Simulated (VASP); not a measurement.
# Cs in VASP: further runs

One slab, Cs, is run at these levels: PBE+D3(BJ), PBE+D4, PBE; tasks: relaxation of the atoms, single point.

Program: VASP 6.6.1. These are calculated values, not measurements. Logs are shortened: lines on timing, memory, paths and dates and some standing lists are left out, and cuts for length are marked.

## 1. The slab as given

The cell holds a slab with vacuum, 4 atoms: a = 5.584 Å, b = 7.897 Å, c = 23.376 Å, α = 90.00°, β = 90.00°, γ = 90.00°.

The slab is cut from a database's or a generator's crystal, which needn't be the stable form of the element.

## 2. Relaxation of the atoms, PBE+D3(BJ)

The input, INCAR:

```
SYSTEM = Cs
  PREC = Accurate
  ENCUT = 520
  EDIFF = 1E-6
  ISMEAR = -1
  SIGMA = 0.05
  LREAL = .FALSE.
  LASPH = .TRUE.
  NELM = 80
  ALGO = Normal
  ISIF = 2
  LWAVE = .FALSE.
  LCHARG = .FALSE.
  LDIPOL = .TRUE.
  IDIPOL = 3
  DIPOL = 0.5 0.5 0.500
  GGA = PE
  IVDW = 12
  IBRION = 2
  NSW = 60
  EDIFFG = -0.005
```

The input, KPOINTS:

```
regular mesh
0
G
  4 3 1
  0 0 0
```

The input, POSCAR:

```
Cs
1.0
    5.5837899523      0.0000000000      0.0000000000
    0.0000000000      7.8966714800      0.0000000000
    0.0000000000      0.0000000000     23.3756849285
Cs
4
Selective dynamics
Direct
    0.5000000000      0.5000000000      0.3208462136  F F F
    0.0000000000      0.0000000000      0.4402820712  F F F
    0.5000000000      0.5000000000      0.5597179288  T T T
    0.0000000000      0.0000000000      0.6791537864  T T T
```

Potentials or basis: VASP PAW PBE potentials, release 64 (Cs_sv).

The run is started by

```
$ cat potpaw_PBE.64/Cs_sv/POTCAR > POTCAR
$ mpirun -np 1 vasp_std > vasp.out
```

OUTCAR:

```text
SYSTEM = Cs
   PREC = Accurate
   ENCUT = 520
   EDIFF = 1E-6
   ISMEAR = -1
   LREAL = .FALSE.
   LASPH = .TRUE.
   NELM = 80
   ISIF = 2
   GGA = PE
   IVDW = 12
   IBRION = 2
   NSW = 60
   EDIFFG = -0.005
 IVDW          = 12

 ion  position               nearest neighbor table
   1  0.500  0.500  0.321-
   2  0.000  0.000  0.440-
   3  0.500  0.500  0.560-
   4  0.000  0.000  0.679-

  LATTYP: Found a simple orthorhombic cell.
 ALAT       =     5.5837899523
 B/A-ratio  =     1.4142135624
 C/A-ratio  =     4.1863474680

  Lattice vectors:

 A1 = (   5.5837899523,   0.0000000000,   0.0000000000)
 A2 = (   0.0000000000,   7.8966714800,   0.0000000000)
 A3 = (   0.0000000000,   0.0000000000,  23.3756849285)

Analysis of symmetry for initial positions (statically):
=====================================================================
 Subroutine PRICEL returns:
 Original cell was already a primitive cell.

 Routine SETGRP: Setting up the symmetry group for a
 simple orthorhombic supercell.

 Subroutine GETGRP returns: Found  8 space group operations
 (whereof  4 operations were pure point group operations)
 out of a pool of  8 trial point group operations.

The static configuration has the point symmetry C_2v.
 The point group associated with its full space group is D_2h.

Analysis of symmetry for dynamics (positions and initial velocities):
=====================================================================
 Subroutine PRICEL returns:
 Original cell was already a primitive cell.

 Routine SETGRP: Setting up the symmetry group for a
 simple orthorhombic supercell.

 Subroutine GETGRP returns: Found  8 space group operations
 (whereof  4 operations were pure point group operations)
 out of a pool of  8 trial point group operations.

The dynamic configuration has the point symmetry C_2v.
 The point group associated with its full space group is D_2h.

Analysis of constrained symmetry for selective dynamics:
=====================================================================
 Subroutine PRICEL returns:
 Original cell was already a primitive cell.

 Routine SETGRP: Setting up the symmetry group for a
 simple orthorhombic supercell.

 Subroutine GETGRP returns: Found  4 space group operations
 (whereof  4 operations were pure point group operations)
 out of a pool of  8 trial point group operations.

The constrained configuration has the point symmetry C_2v.

 Subroutine INISYM returns: Found  4 space group operations
 (whereof  4 operations are pure point group operations),
 and found     1 'primitive' translations

----------------------------------------------------------------------------------------

                                     Primitive cell

  volume of cell :    1030.7124

  direct lattice vectors                    reciprocal lattice vectors
     5.583789952  0.000000000  0.000000000     0.179089831  0.000000000  0.000000000
     0.000000000  7.896671480  0.000000000     0.000000000  0.126635634  0.000000000
     0.000000000  0.000000000 23.375684929     0.000000000  0.000000000  0.042779495

  length of vectors
     5.583789952  7.896671480 23.375684929     0.179089831  0.126635634  0.042779495

  position of ions in fractional coordinates (direct lattice)
     0.500000000  0.500000000  0.320846214
     0.000000000  0.000000000  0.440282071
     0.500000000  0.500000000  0.559717929
     0.000000000  0.000000000  0.679153786

  ion indices of the primitive-cell ions
   primitive index   ion index
                 1           1
                 2           2
                 3           3
                 4           4

----------------------------------------------------------------------------------------

 KPOINTS: regular mesh

Automatic generation of k-mesh.
 Grid dimensions read from file:
 generate k-points for:    4    3    1

 Generating k-lattice:

  Cartesian coordinates                     Fractional coordinates (reciprocal lattice)
     0.044772458  0.000000000  0.000000000     0.250000000  0.000000000  0.000000000
     0.000000000  0.042211878  0.000000000     0.000000000  0.333333333  0.000000000
     0.000000000  0.000000000  0.042779495     0.000000000  0.000000000  1.000000000

  Length of vectors
     0.044772458  0.042211878  0.042779495

  Shift w.r.t. Gamma in fractional coordinates (k-lattice)
     0.000000000  0.000000000  0.000000000

 Subroutine IBZKPT returns following result:
 ===========================================

 Found      6 irreducible k-points:

 Following reciprocal coordinates:
            Coordinates               Weight
  0.000000  0.000000  0.000000      1.000000
  0.250000  0.000000  0.000000      2.000000
  0.500000  0.000000  0.000000      1.000000
  0.000000  0.333333  0.000000      2.000000
  0.250000  0.333333  0.000000      4.000000
  0.500000  0.333333  0.000000      2.000000
   k-points           NKPTS =      6   k-points in BZ     NKDIM =      6   number of bands    NBANDS=     22
   number of dos      NEDOS =    301   number of ions     NIONS =      4
   total plane-waves  NPLWV = 453600
   dimension x,y,z NGX =    42 NGY =   60 NGZ =  180
   dimension x,y,z NGXF=    84 NGYF=  120 NGZF=  360
   ions per type =               4
   NGX,Y,Z   is equivalent  to a cutoff of  12.50, 12.63, 12.80 a.u.
   NGXF,Y,Z  is equivalent  to a cutoff of  25.01, 25.26, 25.60 a.u.
 SYSTEM =  Cs
   PREC   = accura    normal or accurate (medium, high low for compatibility)
   ISTART =      0    job   : 0-new  1-cont  2-samecut
   ICHARG =      2    charge: 1-file 2-atom 10-const
   ISPIN  =      1    spin polarized calculation?
   LNONCOLLINEAR =      F non collinear calculations
   LSORBIT =      F    spin-orbit coupling
   LASPH  =      T    aspherical Exc in radial PAW
   ENCUT  =  520.0 eV  38.22 Ry    6.18 a.u.  10.38 14.68 43.46*2*pi/ulx,y,z
   NELM   =     80;   NELMIN=  2; NELMDL= -5     # of ELM steps
   EDIFF  = 0.1E-05   stopping-criterion for ELM
   LREAL  =      F    real-space projection
   EDIFFG = -.5E-02   stopping-criterion for IOM
   NSW    =     60    number of steps for IOM
   IBRION =      2    ionic relax: 0-MD 1-quasi-New 2-CG
   NFREE  =      1    steps in history (QN), initial steepest desc. (CG)
   ISIF   =      2    stress and relaxation
   ISYM   =      2    0-nonsym 1-usesym 2-fastsym
   POTIM  = 0.5000    time-step for ionic-motion
   TEBEG  =    0.0;   TEEND  =   0.0 temperature during run
   PSTRESS=    0.0 pullay stress
   NELECT =      36.0000    total number of electrons
   NUPDOWN=      -1.0000    fix difference up-down
   EMIN   =  10.00;   EMAX   =-10.00  energy-range for DOS
   EFERMI =   0.00;   METHOD = LEGACY
   ISMEAR =    -1;   SIGMA  =   0.05  broadening in eV -4-tet -1-fermi 0-gaus
   EFERMI_NEDOS =   21; number of points for ismear=-14 and -15
   IALGO  =     38    algorithm
   IMIX   =      4    mixing-type and parameters
     AMIX     =   0.40;   BMIX     =  1.00
     AMIX_MAG =   1.60;   BMIX_MAG =  1.00
  volume/ion in A,a.u.               =     257.68      1738.90
  Fermi-wavevector in a.u.,A,eV,Ry     =   0.535135  1.011258  3.896290  0.286369
  Thomas-Fermi vector in A             =   1.559859
   LORBIT       =      0    0 simple, 1 ext, 2 COOP (PROOUT), +10 PAW based schemes
   GGA     = PE    functional components
   LHFCALC =     F    Hartree Fock is set to
   AEXX    =    0.0000 exact exchange contribution
   IVDW    =    12    specifies the selected vdW correction
   LEPSILON=     F    determine dielectric tensor
   LRPA    =     F    only Hartree local field effects (RPA)
 conjugate gradient relaxation of ions
 non-spin polarized calculation
  energy-cutoff  :      520.00
  volume of cell :     1030.71
 maximum number of plane-waves:     27814
 NGX is ok and might be reduce to    42
   NGX = 21   NGY = 29   NGZ = 87

--------------------------------------- Ionic step        1  -------------------------------------------

 number of electron      35.9999996 magnetization

 Free energy of the ion-electron system (eV)
  ---------------------------------------------------
  ext. energy  EPLUGINS =         0.00000000
  ---------------------------------------------------
  free energy    TOTEN  =        -2.97603262 eV

  energy without entropy =       -2.92190576  energy(sigma->0) =       -2.94896919

------------------------ aborting loop because EDIFF is reached ----------------------------------------

 Edisp (eV)   -0.23037

 E8    (eV) :    -0.1417
[... 111 lines left out ...]
  FREE ENERGIE OF THE ION-ELECTRON SYSTEM (eV)
  ---------------------------------------------------
  free  energy   TOTEN  =        -3.2066241094 eV

  energy  without entropy=       -3.1524100852  energy(sigma->0) =       -3.17951710

[... ionic steps 4 to 9 ...]

--------------------------------------- Ionic step       10  -------------------------------------------

 number of electron      35.9999994 magnetization

------------------------ aborting loop because EDIFF is reached ----------------------------------------
[... 73 lines left out ...]
  FREE ENERGIE OF THE ION-ELECTRON SYSTEM (eV)
  ---------------------------------------------------
  free  energy   TOTEN  =        -3.2114688679 eV

  energy  without entropy=       -3.1544295288  energy(sigma->0) =       -3.18294920

 dipolmoment           0.000000      0.000000      0.000426 electrons x Angstroem

--------------------------------------- Ionic step       12  -------------------------------------------

 number of electron      35.9999996 magnetization

 dipolmoment           0.000000      0.000000     -0.000423 electrons x Angstroem

 Free energy of the ion-electron system (eV)
  ---------------------------------------------------
  ext. energy  EPLUGINS =         0.00000000
  ---------------------------------------------------
  free energy    TOTEN  =        -2.97596057 eV

  energy without entropy =       -2.91833617  energy(sigma->0) =       -2.94714837

 E-fermi :  -0.8329     XC(G=0):  -3.0317

 val. band max:       -0.9114351981   @ k =   0.5000   0.0000   0.0000
 cond. band min:      -0.8241485212   @ k =   0.0000   0.3333   0.0000
 fundamental gap:      0.0872866769
 Fermi energy:        -0.8328864604

 k-point     1 :       0.0000    0.0000    0.0000
  band No.  band energies     occupation
      1     -24.9944      2.00000
      2     -24.9813      2.00000
      3     -24.7723      2.00000
      4     -24.7656      2.00000
      5     -11.8120      2.00000
      6     -11.8037      2.00000
[... 139 lines left out ...]
     21      -0.0119      0.00000
     22      -0.0066      0.00000

------------------------ aborting loop because EDIFF is reached ----------------------------------------

 vacuum level on the upper side and lower side of the slab       (xc-potential included)        -0.175        -0.253

 Edisp (eV)   -0.23572

 E8    (eV) :    -0.1450

  FORCE on cell =-STRESS in cart. coord.  units (eV):
  Direction    XX          YY          ZZ          XY          YZ          ZX
  --------------------------------------------------------------------------------------
  -------------------------------------------------------------------------------------
  Total      -0.66211    -0.65496    -0.10833     0.00000     0.00000     0.00000
  in kB      -1.02920    -1.01810    -0.16839     0.00000     0.00000     0.00000
  external pressure =       -0.74 kB  Pullay stress =        0.00 kB
[... 19 lines left out ...]
  FREE ENERGIE OF THE ION-ELECTRON SYSTEM (eV)
  ---------------------------------------------------
  free  energy   TOTEN  =        -3.2116807971 eV

  energy  without entropy=       -3.1540563974  energy(sigma->0) =       -3.18286860

 reached required accuracy - stopping structural energy minimisation

 vacuum level on the upper side and lower side of the slab         0.955         0.890
```

Wall time 18 min (1 thread of Intel Xeon Platinum 8488C (Sapphire Rapids), shared host); peak memory 0.97 GiB.

What came out:

```yaml
Free_energy: -3.2117 eV
Energy_gained_by_relaxing: 1.3 meV/atom
Ionic_steps: 12
Band_gap_on_the_k_mesh: none (metal or under the smearing width)
Dispersion_energy_per_atom: -0.059 eV
```

Step by step:
```tsv
step	energy change (eV)	largest force (eV/Å)	pressure (GPa)
1	0.0000	0.0337	-0.10
2	-0.0001	0.0336	-0.10
3	-0.0002	0.0333	-0.10
4	-0.0005	0.0335	-0.10
5	-0.0011	0.0342	-0.10
6	-0.0022	0.0346	-0.09
7	-0.0036	0.0369	-0.09
8	-0.0037	0.0406	-0.07
9	-0.0041	0.0388	-0.08
10	-0.0046	0.0370	-0.08
11	-0.0051	0.0349	-0.08
12	-0.0053	0.0347	-0.07
```

Final structure:
```
Cs
1.0
     5.58379    0.00000    0.00000
     0.00000    7.89667    0.00000
     0.00000    0.00000   23.37568
Cs
4
Direct
  0.50000 0.50000 0.32085
  0.00000 0.00000 0.44028
  0.50000 0.50000 0.55420
  0.00000 0.00000 0.66584
```

Levels at points of the mesh, in eV from the Fermi level:
```
           k point  band 14  band 15  band 16  band 17  band 18  band 19  band 20  band 21  band 22
(0.00, 0.00, 0.00)   -10.72   -10.70   -10.70    -1.45    -0.81     0.03     0.45     0.76     1.04
(0.50, 0.00, 0.00)   -10.73   -10.73   -10.73    -0.08    -0.08     0.33     0.33     0.99     1.00
```

The run has no spin-orbit coupling, so splittings on Cs are missing.

## 3. Relaxation of the atoms, PBE+D4

Edit INCAR of step 2 so:

```diff
@@ -17,3 +17,3 @@
   GGA = PE
-  IVDW = 12
+  IVDW = 13
   IBRION = 2
```

KPOINTS is that of step 2.

POSCAR is that of step 2.

Potentials or basis: VASP PAW PBE potentials, release 64 (Cs_sv).

The run is started by

```
$ cat potpaw_PBE.64/Cs_sv/POTCAR > POTCAR
$ mpirun -np 1 vasp_std > vasp.out
```

Run time: 17 min. Hardware: 1 thread of Intel Xeon Platinum 8488C (Sapphire Rapids), shared host; peak memory 0.96 GiB.

It converged, with:

```
Free energy                : -3.1497 eV
Energy gained by relaxing  : 1.1 meV/atom
Ionic steps                : 12
Band gap on the k mesh     : none (metal or under the smearing width)
Dispersion energy per atom : -0.043 eV
```

Step by step:
```csv
step,energy change (eV),largest force (eV/Å),pressure (GPa)
1,0.0000,0.0311,-0.09
2,0.0000,0.0310,-0.09
3,-0.0002,0.0308,-0.09
4,-0.0005,0.0309,-0.09
5,-0.0010,0.0316,-0.09
6,-0.0018,0.0321,-0.09
7,-0.0030,0.0343,-0.08
8,-0.0029,0.0380,-0.07
9,-0.0034,0.0360,-0.08
10,-0.0038,0.0344,-0.07
11,-0.0041,0.0328,-0.07
12,-0.0044,0.0315,-0.07
```

Final structure:
```cif
data_structure
_symmetry_space_group_name_H-M 'P 1'
_symmetry_Int_Tables_number 1
_cell_length_a 5.5838
_cell_length_b 7.8967
_cell_length_c 23.3757
_cell_angle_alpha 90.000
_cell_angle_beta 90.000
_cell_angle_gamma 90.000
_cell_volume 1030.71
loop_
_atom_site_label
_atom_site_type_symbol
_atom_site_fract_x
_atom_site_fract_y
_atom_site_fract_z
_atom_site_occupancy
Cs1 Cs 0.50000 0.50000 0.32085 1
Cs2 Cs 0.00000 0.00000 0.44028 1
Cs3 Cs 0.50000 0.50000 0.55520 1
Cs4 Cs 0.00000 0.00000 0.66712 1
```

Levels at points of the mesh, in eV from the Fermi level:
| k point | band 16 | band 17 | band 18 | band 19 | band 20 | band 21 |
| --- | --- | --- | --- | --- | --- | --- |
| (0.00, 0.00, 0.00) | -10.70 | -1.45 | -0.81 | 0.02 | 0.46 | 0.75 |
| (0.50, 0.00, 0.00) | -10.73 | -0.08 | -0.08 | 0.33 | 0.33 | 0.99 |

Spin-orbit coupling is left out, which matters for the levels of Cs.

(Continued in part 2 of 2.)
